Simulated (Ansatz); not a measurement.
A plane-wave DFT run in Ansatz 0.2.0 (scalar-relativistic PAW potentials unless the input names others): input and command.

```yaml
crystal:
  lattice:
    - [3.2088450313, -2.9e-09, 0.0]
    - [-1.6044225131, 2.7789413153, 0.0]
    - [0.0, 0.0, 5.1459161965]
  atoms:
    - { symbol: Mg, position: [0.3333333333, 0.6666666667, 0.25] }
    - { symbol: Mg, position: [0.6666666667, 0.3333333333, 0.75] }
basis:
  ecutwfc: 420
kpoints:
  mp_grid: { grid: [18, 18, 8] }
hamiltonian:
  xc: pbe
scf:
  occupations: { method: gaussian, width: 0.1 }
  initial_density: { chi_scale: 0.0 }
output:
  forces: true
  eigenvalues: true
  stress: true
accuracy: low
```

```bash
ansatz run input.yaml --threads 8 --pin off --max-ram 20480MiB --backend cpu --events-out ev --progress --plain --runs-dir out
```

Abridged log:
```
Basis set: ecut = 420 eV, 905 PW (Γ), exchange–correlation on 48×48×72 points (8 copies of the dense FFT grid, shifted against one another)
Bands: 14, of which v1, the nominal top of the filled ones, is band 10 counted from 1 (9 counted from 0)
Symmetry: 24 space group operations
k-points: 185 of 2592
SCF iter   1: F=—  HF=-3847.620789 eV  |F-HF|=—  |Δ(HF+E_count)|=         —  Δρ=1.32e-2  dr2=1.07e-1  ethr=3.10e-3  ⟨swp⟩=5.0  Hψ=12818  notcnv=0
SCF iter   2: F=—  HF=-3847.618524 eV  |F-HF|=—  |Δ(HF+E_count)|=   2.27e-3  Δρ=9.51e-3  dr2=5.62e-2  ethr=5.33e-4  ⟨swp⟩=1.0  Hψ=4077  notcnv=0
SCF iter   3: F=—  HF=-3847.608426 eV  |F-HF|=—  |Δ(HF+E_count)|=   1.01e-2  Δρ=1.89e-3  dr2=1.84e-3  ethr=2.81e-4  ⟨swp⟩=2.0  Hψ=3289  notcnv=0
SCF iter   4: F=—  HF=-3847.608197 eV  |F-HF|=—  |Δ(HF+E_count)|=   2.29e-4  Δρ=1.52e-4  dr2=5.73e-6  ethr=9.20e-6  ⟨swp⟩=1.6  Hψ=3658  notcnv=0
SCF iter   5: F=—  HF=-3847.608196 eV  |F-HF|=—  |Δ(HF+E_count)|=   1.37e-7  Δρ=1.48e-5  dr2=2.40e-8  ethr=5.00e-10  ⟨swp⟩=4.8  Hψ=13585  notcnv=0
SCF iter   6: F=-3847.608196 eV  HF=-3847.608196 eV  |F-HF|=1.36e-9  |Δ(HF+E_count)|=  5.18e-10  Δρ=2.14e-6  dr2=6.76e-10  ethr=1.20e-10  ⟨swp⟩=1.3  Hψ=7779  notcnv=0
SCF 1 converged in 6 iterations: F = -3847.608196 eV  dr2 = 6.76e-10
SCF converged after 6 iterations
Free energy (F): -3847.608196 eV
Harris-Foulkes:  -3847.608196 eV  (|F-HF|=1.36e-9)
Internal energy: -3847.603569 eV  (E = F + TS)
E sigma→0 (E₀):  -3847.605883 eV
Entropy (-TS):   -0.004628 eV (-2.314 meV/atom)
Fermi energy:    5.667068 eV
--- Forces (eV/Å), atoms counted from 1 ---
  atom   1  Mg     0.00000000     0.00000000     0.00000000
  atom   2  Mg     0.00000000     0.00000000     0.00000000
--- Stress (GPa, compression-positive) ---
       -0.007373       0.000000       0.000000
        0.000000      -0.007373       0.000000
        0.000000       0.000000      -0.022308
  P = ⅓ Tr σ = -0.0124 GPa (-0.124 kbar)
```

Apart from outputs, empty bands and the relaxation, which only the reference makes, the input differs from a reference run on usual settings in scf.initial_density.chi_scale: not typed → 0.0; accuracy: not typed → "low". The reference, at the same geometry, ended its own course with pressure -0.01 GPa, largest force 0.000 eV/Å, no gap on the mesh. This run converged in 6 SCF iterations with an energy at zero smearing within 0.01 meV/atom of the reference's, pressure -0.01 GPa, largest force 0.000 eV/Å, no gap on the mesh. Its accuracy level is looser than usual, yet energy, pressure and forces hardly moved.

The run took 1.5 s on 8 threads of Intel(R) Xeon(R) Processor @ 2.10GHz (Emerald Rapids) (shared host), peak memory 0.41 GiB.